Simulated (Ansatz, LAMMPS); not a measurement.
# Amorphous Al2O3 at 2.87 g/cm^3 (90 atoms): geometry optimisation, part 2 of 4

Wanted: the relaxed structure of amorphous Al2O3 at 2.87 g/cm^3 (90 atoms) and its electronic structure.

Ansatz 0.2.0; Kohn-Sham DFT, PBE, PAW (set soft_2), plane waves.

The cell: 36 Al and 54 O. The quench rate of 50 K/ps is many orders above laboratory rates. The network of bonds at the start is that of the classical potential that made the cell. Only the Γ point is sampled in the main run, in a cell whose shortest periodic width is 10 Å.

So far. Step 3 (Single point at the start): Neighbours are counted within 2.33 Å (O-Al).

## 4. Relaxation

With the cell held, the atoms are moved downhill towards a nearby minimum.

input.yaml reads:

```yaml
crystal:
  lattice:
    - [10.2057, 0.0, 0.0]
    - [0.0, 10.2057, 0.0]
    - [0.0, 0.0, 10.2057]
  atoms:
    [... the 90 atom lines of step 3 ...]
kpoints:
  mp_grid: { grid: [1, 1, 1] }
hamiltonian:
  xc: pbe
scf:
  occupations: { method: fermi_dirac, width: 0.025 }
output:
  forces: true
relax:
  f_tol: 0.04
  max_steps: 250
```

On the command line:

```console
$ ansatz run input.yaml --threads 4 --pin off --max-ram 8192MiB --backend cpu --events-out ev --progress --plain --runs-dir out
```

Numbers of over 12 decimals in the logs are rounded to 6 here.

The program printed:

```text
[...]
Crystal: 90 atoms, lattice volume = 1062.988 Å³
Basis set: ecut = 420 eV, 20719 PW (Γ), exchange–correlation on 144×144×144 points (8 copies of the dense FFT grid, shifted against one another)
Bands: 306, of which v1, the nominal top of the filled ones, is band 216 counted from 1 (215 counted from 0)
Symmetry: 1 space group operations
[...]
k-points: 1
[...]
SCF iter   1: F=—  HF=-50113.208500 eV  |F-HF|=—  |Δ(HF+E_count)|=         —  Δρ=2.12e-3  dr2=6.20e-2  ethr=1.77e-3  ⟨swp⟩=6.0  Hψ=1372  notcnv=0  defer=37
[...]
SCF iter   6: F=-50113.209203 eV  HF=-50113.209201 eV  |F-HF|=1.47e-6  |Δ(HF+E_count)|=   4.11e-6  Δρ=2.48e-5  dr2=6.53e-6  ethr=9.26e-9  ⟨swp⟩=4.0  Hψ=910  notcnv=0
SCF 1 converged in 6 iterations: F = -50113.209203 eV  dr2 = 6.53e-6
[...]
relax step   1: F+E_penalty+E_count = -50113.20920266 eV  Δ(F+E_penalty+E_count) = +0.000e0 eV  max|allowed force component| = 1.233e0 eV/Å  Δτ_max = 0.0000 Å  (6 SCF iters, dr2 threshold 4.00e-5 eV, accepted)
[...]
relax step   2: F+E_penalty+E_count = -50113.81903761 eV  Δ(F+E_penalty+E_count) = -6.098e-1 eV  max|allowed force component| = 8.282e-1 eV/Å  Δτ_max = 0.0527 Å  (5 SCF iters, dr2 threshold 9.51e-5 eV, accepted)
[...]
relax step   3: F+E_penalty+E_count = -50114.34748297 eV  Δ(F+E_penalty+E_count) = -5.284e-1 eV  max|allowed force component| = 3.142e-1 eV/Å  Δτ_max = 0.1032 Å  (6 SCF iters, dr2 threshold 4.29e-5 eV, accepted)
relax step   4: F+E_penalty+E_count = -50114.54227789 eV  Δ(F+E_penalty+E_count) = -1.948e-1 eV  max|allowed force component| = 9.875e-2 eV/Å  Δτ_max = 0.1905 Å  (7 SCF iters, dr2 threshold 1.42e-5 eV, accepted)
[...]
relax step   5: F+E_penalty+E_count = -50114.55563673 eV  Δ(F+E_penalty+E_count) = -1.336e-2 eV  max|allowed force component| = 3.194e-2 eV/Å  Δτ_max = 0.0913 Å  (8 SCF iters, accepted)
SCF converged after 8 iterations
Free energy (F): -50114.555637 eV
[...]
Internal energy: -50114.555637 eV  (E = F + TS)
E sigma→0 (E₀):  -50114.555637 eV
Fermi energy:    6.114102 eV
[...]
--- Forces (eV/Å), atoms counted from 1 ---
  atom   1  Al    -0.01022490    -0.00522334    -0.00236331
  atom   2  Al     0.00205839    -0.00942571    -0.00157434
  atom   3  Al     0.00381657     0.00050521    -0.00704131
  atom   4  Al     0.00801322    -0.00082093    -0.00190529
  atom   5  Al    -0.00216560     0.00063817    -0.00600638
  atom   6  Al    -0.00101365     0.00575082     0.00005892
  atom   7  Al     0.00026017     0.01480828    -0.00447743
  atom   8  Al    -0.01579060    -0.00926679     0.00101334
  atom   9  Al    -0.00292418     0.00176279    -0.00857014
  atom  10  Al     0.00218159    -0.00129691     0.00306158
  atom  11  Al     0.00556611    -0.01118569    -0.00049255
  atom  12  Al     0.00146275    -0.00588106     0.00606876
  atom  13  Al     0.00102998     0.01538884     0.01453137
  atom  14  Al    -0.00217253    -0.00604138     0.00404526
[...]
atom  89  O     -0.00235322     0.00246078    -0.00586891
  atom  90  O     -0.00449862     0.00049940     0.00391669
  max |Σ_I F_I| component: 1.41e-4 eV/Å
--- Relaxed structure (5 steps of the walk, 5 accepted, 0 SCFs on fresh bases) ---
  F+E_penalty+E_count = -50114.55563673 eV   max|allowed force component| = 3.194e-2 eV/Å
  atoms:
    - { symbol: Al, position: [0.789106, 0.443490, 0.428807] }
    - { symbol: Al, position: [0.453065, 0.739425, 0.551556] }
    - { symbol: Al, position: [0.151183, 0.776216, 0.055266] }
    - { symbol: Al, position: [0.902634, 0.962879, 0.958067] }
[...]
- { symbol: O, position: [0.051488, 0.372281, 0.931302] }
```

Run time: 36 s. Hardware: 4 threads of Arm Neoverse V1, shared host; peak memory 1.2 GiB; 2.2 min of CPU time.

Relaxation path:

```csv
step,energy less that of the first step (eV),largest force component (eV/Å)
1,0.0000,1.2333
2,-0.6098,0.8282
3,-1.1383,0.3142
4,-1.3331,0.0987
5,-1.3464,0.0319
```

The atoms that moved most (Å):

```csv
atom,dx,dy,dz,length
O53,0.165,0.252,-0.151,0.337
O81,-0.210,0.163,0.118,0.290
O55,-0.168,-0.143,0.059,0.228
O45,0.206,0.002,-0.065,0.216
O83,-0.032,0.111,-0.166,0.203
O44,0.168,-0.052,0.081,0.194
O86,0.175,0.041,0.072,0.194
O71,0.120,0.095,0.117,0.193
```

The relaxation changed the energy by -15.0 meV/atom, and atoms moved by 0.11 Å r.m.s., 0.34 Å at most.

## 5. Structure statistics after relaxation

Bonds before and after, by the cutoffs listed below:

```csv
pair,bonds before,bonds after,mean before (Å),mean after (Å),spread before (Å),spread after (Å)
O-Al,150,152,1.817,1.830,0.087,0.070
```

Density 2.87 g/cm³, 11.81 Å³ an atom.

g(r), total and by pair (bins of 0.1 Å):

```csv
r (Å),total,O-O,O-Al,Al-Al
1.65,0.00,0.00,0.00,0.00
1.75,3.19,0.00,6.65,0.00
1.85,5.48,0.00,11.40,0.00
1.95,0.66,0.00,1.37,0.00
2.05,0.15,0.00,0.31,0.00
2.15,0.05,0.00,0.10,0.00
2.25,0.04,0.00,0.08,0.00
2.35,0.11,0.00,0.23,0.00
2.45,0.24,0.58,0.07,0.00
2.55,0.42,0.90,0.20,0.00
2.65,0.71,1.81,0.12,0.00
2.75,1.16,2.46,0.12,1.39
2.85,1.64,3.78,0.16,1.28
2.95,1.39,2.93,0.30,1.20
3.05,1.55,2.38,0.47,2.94
3.15,1.51,1.75,0.57,3.82
3.25,1.03,0.94,0.54,2.72
3.35,1.14,0.98,0.96,1.99
3.45,1.13,0.88,1.10,1.76
3.55,0.71,0.37,0.93,0.83
3.65,0.69,0.39,1.11,0.10
3.75,0.95,0.49,1.45,0.46
3.85,1.03,0.66,1.44,0.62
3.95,0.94,0.30,1.54,0.58
4.05,0.95,0.64,1.24,0.80
4.15,0.84,0.34,1.19,0.91
4.25,1.12,0.51,1.86,0.29
4.35,0.89,0.46,1.35,0.48
4.45,1.07,0.85,1.36,0.72
4.55,1.18,0.73,1.41,1.50
4.65,1.19,0.96,1.45,0.90
4.75,1.14,1.36,1.02,0.98
4.85,0.95,1.26,0.70,1.00
4.95,0.76,1.06,0.62,0.48
5.05,0.99,1.46,0.65,0.97
```

Bonds by pair of elements; cutoffs follow the first minimum of g(r), held within bounds set by covalent radii, and pairs that aren't listed don't count as bonded:

```csv
pair A-B,cutoff (Å),bonds,mean length (Å),spread (Å),shortest (Å),B about A,A about B
O-Al,2.23,152,1.83,0.07,1.70,2.81,4.22
```

How many atoms have how many bonded neighbours:

```csv
element,mean,2,3,4,5
Al,4.22,0,0,28,8
O,2.81,10,44,0,0
```

Bond angles, per cent of each kind in bins of 5°:

```csv
angle (°),O-Al-O,Al-O-Al
75–80,1.6,0.0
80–85,6.0,0.0
85–90,4.4,0.0
90–95,8.9,7.8
95–100,10.5,6.3
100–105,14.5,6.3
105–110,13.7,7.8
110–115,10.9,9.2
115–120,11.3,14.8
120–125,7.3,14.1
125–130,1.2,9.2
130–135,2.4,7.0
135–140,1.6,5.6
140–145,2.0,3.5
145–150,0.4,3.5
150–155,0.8,2.1
155–160,1.2,0.0
160–165,0.4,0.7
165–170,0.0,2.1
170–175,0.8,0.0
```

Bond angles (no mean is given where the spread exceeds 20°):

```csv
angle,count,mean (°),spread (°)
O-Al-O,248,108,17.2
Al-O-Al,142,120,16.8
```

Oxygen atoms by the number of network formers (Si, P, Ge, B, Al, As, Ga) bound to them:

```csv
network formers bound to O,O atoms,per cent
0,0,0
1,0,0
2,10,18.5
3,44,81.5
```

Network units: each former by its oxygen neighbours and how many of them bridge to another former:

```csv
former,O neighbours,bridging O,atoms
Al,4,4,28
Al,5,5,8
```

Bond length by coordination (bonds to H left out):

```csv
element,coordination,atoms,mean bond length (Å)
Al,4,28,1.81
Al,5,8,1.89
O,2,10,1.73
O,3,44,1.85
```

Rings of the network by King's shortest-path rule, up to 12 atoms, one path for each pair of neighbours; H, halogens, alkali and alkaline-earth atoms are left out, and the last column divides by all other atoms, bonded or not:

```csv
ring size (atoms),rings,per network atom
4,9,0.1
6,33,0.367
8,62,0.689
10,29,0.322
12,1,0.011
```

First main peaks of g(r), for some of the pairs, lie near 2.9 Å (O-O) and 1.8 Å (O-Al). By these cutoffs 78 % of Al atoms have 4 and 81 % of O atoms have 3 bonded neighbours. The O-Al-O angle averages 108° with a spread of 17°. 18 % of the oxygens bridge two formers (Al) and 0 % are non-bridging; 82 % join three. The commonest Al unit has 4 oxygens, 4 of them shared with other formers (28 of 36 atoms). Bonds at O atoms with 2 neighbours average 1.73 Å, against 1.85 Å at those with 3. Rings of 8 atoms are the most common (46 % of those counted); sizes run from 4 to 12, where the search stops.

[end of part 2 of 4]

[Logs are printed without paths, hosts, clocks, repeated set-up lines and the standing remarks that a program may print on its own settings, such as how far it seeks lower states.]

[Hosts, paths, dates, database ids (printed as entryN), source tags and the programs' standing remarks are cut or masked in the printed files.]
